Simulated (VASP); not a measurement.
# CdS (Hawleyite) (F-43m) in VASP: a series of runs, part 3 of 3

VASP 6.6.1. The steps go on from the part before.

## 6. Single point, PBEsol, spin-orbit coupling, no magnetisation

The input, INCAR:

```
ALGO = Normal ; EDIFF = 1E-7
ENCUT = 250 ; GGA = PS
GGA_COMPAT = False ; ISIF = 2
ISMEAR = 0 ; LASPH = True
LCHARG = False ; LNONCOLLINEAR = True
LORBIT = 11 ; LREAL = False
LSORBIT = True ; LWAVE = False
MAGMOM = 0 0 0 0 0 0 ; NBANDS = 34
NELM = 100 ; PREC = Accurate
SIGMA = 0.02
```

The input, KPOINTS:

```
k-points
0
Gamma
  7 7 7
```

The input, POSCAR:

```
CdS
1.0
    0.0000000000      2.9165000000      2.9165000000
    2.9165000000      0.0000000000      2.9165000000
    2.9165000000      2.9165000000      0.0000000000
Cd S
1 1
Direct
    0.0000000000      0.0000000000      0.0000000000
    0.7500000000      0.7500000000      0.7500000000
```

Potentials or basis: VASP PAW PBE potentials, release 64 (Cd, S).

Command:

```
$ cat potpaw_PBE.64/Cd/POTCAR potpaw_PBE.64/S/POTCAR > POTCAR
$ mpirun -np 1 vasp_ncl > vasp.out
```

OUTCAR:

```text
EDIFF = 1E-7
   ENCUT = 250
   GGA = PS
   ISIF = 2
   ISMEAR = 0
   LASPH = True
   LNONCOLLINEAR = True
   LORBIT = 11
   LREAL = False
   LSORBIT = True
   NELM = 100
   PREC = Accurate

 Found     30 irreducible k-points:

 Following reciprocal coordinates:
            Coordinates               Weight
  0.000000  0.000000  0.000000      1.000000
  0.142857  0.000000  0.000000      4.000000
 -0.142857  0.000000  0.000000      4.000000
  0.285714  0.000000  0.000000      4.000000
 -0.285714  0.000000  0.000000      4.000000
  0.428571  0.000000  0.000000      4.000000
   k-points           NKPTS =     30   k-points in BZ     NKDIM =     30   number of bands    NBANDS=     34
   number of dos      NEDOS =    301   number of ions     NIONS =      2
   total plane-waves  NPLWV =  13824
   dimension x,y,z NGX =    24 NGY =   24 NGZ =   24
   dimension x,y,z NGXF=    48 NGYF=   48 NGZF=   48
   ions per type =               1   1
   NGX,Y,Z   is equivalent  to a cutoff of   9.67,  9.67,  9.67 a.u.
   NGXF,Y,Z  is equivalent  to a cutoff of  19.35, 19.35, 19.35 a.u.
 SYSTEM =  unknown system
   PREC   = accura    normal or accurate (medium, high low for compatibility)
   ISTART =      0    job   : 0-new  1-cont  2-samecut
   ICHARG =      2    charge: 1-file 2-atom 10-const
   ISPIN  =      1    spin polarized calculation?
   LNONCOLLINEAR =      T non collinear calculations
   LSORBIT =      T    spin-orbit coupling
   LASPH  =      T    aspherical Exc in radial PAW
   ENCUT  =  250.0 eV  18.37 Ry    4.29 a.u.   5.32  5.32  5.32*2*pi/ulx,y,z
   NELM   =    100;   NELMIN=  2; NELMDL= -5     # of ELM steps
   EDIFF  = 0.1E-06   stopping-criterion for ELM
   LREAL  =      F    real-space projection
   EDIFFG = 0.1E-05   stopping-criterion for IOM
   NSW    =      0    number of steps for IOM
   IBRION =     -1    ionic relax: 0-MD 1-quasi-New 2-CG
[... 8 lines left out ...]
   EMIN   =  10.00;   EMAX   =-10.00  energy-range for DOS
   EFERMI =   0.00;   METHOD = LEGACY
   ISMEAR =     0;   SIGMA  =   0.02  broadening in eV -4-tet -1-fermi 0-gaus
   EFERMI_NEDOS =   21; number of points for ismear=-14 and -15
[... 268 lines left out ...]
      0.00000      0.00000      0.00000        -0.000000     -0.000000     -0.000000
      4.37475      4.37475      4.37475         0.000000      0.000000      0.000000
 -----------------------------------------------------------------------------------
    total drift:                               -0.000001     -0.000001     -0.000001

  FREE ENERGIE OF THE ION-ELECTRON SYSTEM (eV)
  ---------------------------------------------------
  free  energy   TOTEN  =        -6.8026140982 eV

  energy  without entropy=       -6.8026140982  energy(sigma->0) =       -6.80261410

 Spin-Orbit-Coupling matrix elements

 Ion:    1  E_soc:     -0.0533510
 l=   1
     0.0000000    -0.0025379    -0.0025379
    -0.0025379     0.0000000    -0.0025379
    -0.0025379    -0.0025379     0.0000000
 l=   2
     0.0000000    -0.0012990     0.0000000    -0.0012990    -0.0050550
    -0.0012990     0.0000000    -0.0037913    -0.0012990    -0.0012638
     0.0000000    -0.0037913     0.0000000    -0.0037913     0.0000000
    -0.0012990    -0.0012990    -0.0037913     0.0000000    -0.0012638
    -0.0050550    -0.0012638     0.0000000    -0.0012638     0.0000000
 l=   3
     0.0000000     0.0000000     0.0000000     0.0000000     0.0000000     0.0000000     0.0000000
     0.0000000     0.0000000     0.0000000     0.0000000     0.0000000     0.0000000     0.0000000
     0.0000000     0.0000000     0.0000000     0.0000000     0.0000000     0.0000000     0.0000000
     0.0000000     0.0000000     0.0000000     0.0000000     0.0000000     0.0000000     0.0000000
     0.0000000     0.0000000     0.0000000     0.0000000     0.0000000     0.0000000     0.0000000
     0.0000000     0.0000000     0.0000000     0.0000000     0.0000000     0.0000000     0.0000000
     0.0000000     0.0000000     0.0000000     0.0000000     0.0000000     0.0000000     0.0000000

 Ion:    2  E_soc:     -0.0020951
 l=   1
     0.0000000    -0.0003492    -0.0003492
    -0.0003492     0.0000000    -0.0003492
    -0.0003492    -0.0003492     0.0000000
 l=   2
     0.0000000     0.0000000     0.0000000     0.0000000     0.0000000
     0.0000000     0.0000000     0.0000000     0.0000000     0.0000000
     0.0000000     0.0000000     0.0000000     0.0000000     0.0000000
     0.0000000     0.0000000     0.0000000     0.0000000     0.0000000
     0.0000000     0.0000000     0.0000000     0.0000000     0.0000000
 l=   3
     0.0000000     0.0000000     0.0000000     0.0000000     0.0000000     0.0000000     0.0000000
     0.0000000     0.0000000     0.0000000     0.0000000     0.0000000     0.0000000     0.0000000
     0.0000000     0.0000000     0.0000000     0.0000000     0.0000000     0.0000000     0.0000000
     0.0000000     0.0000000     0.0000000     0.0000000     0.0000000     0.0000000     0.0000000
     0.0000000     0.0000000     0.0000000     0.0000000     0.0000000     0.0000000     0.0000000
     0.0000000     0.0000000     0.0000000     0.0000000     0.0000000     0.0000000     0.0000000
     0.0000000     0.0000000     0.0000000     0.0000000     0.0000000     0.0000000     0.0000000

 total charge

# of ion       s       p       d       tot
------------------------------------------
    1        0.432   0.333   9.582  10.347
    2        1.320   2.402   0.000   3.722
--------------------------------------------------
tot          1.752   2.735   9.582  14.069

 magnetization (x)

# of ion       s       p       d       tot
------------------------------------------
    1        0.000  -0.000   0.000  -0.000
    2        0.000  -0.000   0.000  -0.000
--------------------------------------------------
tot          0.000  -0.000   0.000  -0.000

 magnetization (y)

# of ion       s       p       d       tot
------------------------------------------
    1       -0.000   0.000   0.000   0.000
    2        0.000  -0.000   0.000  -0.000
--------------------------------------------------
tot         -0.000   0.000   0.000  -0.000

 magnetization (z)

# of ion       s       p       d       tot
------------------------------------------
    1        0.000  -0.000  -0.000  -0.000
    2       -0.000  -0.000   0.000  -0.000
--------------------------------------------------
tot          0.000  -0.000  -0.000  -0.000
```

OSZICAR:

```text
N       E                     dE             d eps       ncg     rms          rms(c)
DAV:   1     0.704864716082E+02    0.70486E+02   -0.58095E+03  2192   0.541E+02
DAV:   2    -0.456247822683E+01   -0.75049E+02   -0.72454E+02  2390   0.182E+02
DAV:   3    -0.728940267094E+01   -0.27269E+01   -0.27111E+01  2460   0.344E+01
DAV:   4    -0.730824881062E+01   -0.18846E-01   -0.18841E-01  2342   0.283E+00
DAV:   5    -0.730845024627E+01   -0.20144E-03   -0.20143E-03  2424   0.278E-01    0.729E+00
DAV:   6    -0.681921081359E+01    0.48924E+00   -0.62551E-01  2636   0.111E+01    0.564E+00
DAV:   7    -0.680562355376E+01    0.13587E-01   -0.20377E-01  2438   0.276E+00    0.287E+00
DAV:   8    -0.680325220950E+01    0.23713E-02   -0.19984E-02  2330   0.148E+00    0.363E-01
DAV:   9    -0.680248677087E+01    0.76544E-03   -0.20957E-03  2330   0.634E-01    0.191E-01
DAV:  10    -0.680256776400E+01   -0.80993E-04   -0.39647E-04  2304   0.144E-01    0.677E-02
DAV:  11    -0.680262792131E+01   -0.60157E-04   -0.18449E-04  2318   0.153E-01    0.280E-02
DAV:  12    -0.680261332297E+01    0.14598E-04   -0.40421E-05  2220   0.746E-02    0.758E-03
DAV:  13    -0.680261389174E+01   -0.56876E-06   -0.52076E-06  2364   0.124E-02    0.299E-03
DAV:  14    -0.680261411123E+01   -0.21949E-06   -0.28147E-07  2056   0.414E-03    0.226E-03
DAV:  15    -0.680261409822E+01    0.13006E-07   -0.69321E-08  2026   0.223E-03
   1 F= -.68026141E+01 E0= -.68026141E+01  d E =-.136247E-11  mag=    -0.0000     0.0000     0.0000
```

stdout:

```text
POSCAR found type information on POSCAR CdS
 POSCAR found :  2 types and       2 ions
 scaLAPACK will be used
 -----------------------------------------------------------------------------
|                                                                             |
|                                                                             |
|     You enforced a specific xc type in the INCAR file but a different       |
|     I HOPE YOU KNOW WHAT YOU ARE DOING!                                     |
|                                                                             |
 -----------------------------------------------------------------------------

 LDA part: xc-table for (Slater+PW92), standard interpolation
 POSCAR, INCAR and KPOINTS ok, starting setup
 FFT: planning ... GRIDC
 FFT: planning ... GRID_SOFT
 FFT: planning ... GRID
 WAVECAR not read
 entering main loop
```

Wall time 24 s (1 thread of Intel Xeon Platinum 8559C (Emerald Rapids), shared host); peak memory 0.2 GiB.

The run converged, but a check on its numbers failed (symmetry, net force, bounds or a known fault of this set-up), so they aren't taken as properties of the crystal.

Caveat: the cutoff lies under the usual one of these potentials, so the numbers hold a large basis-set error.
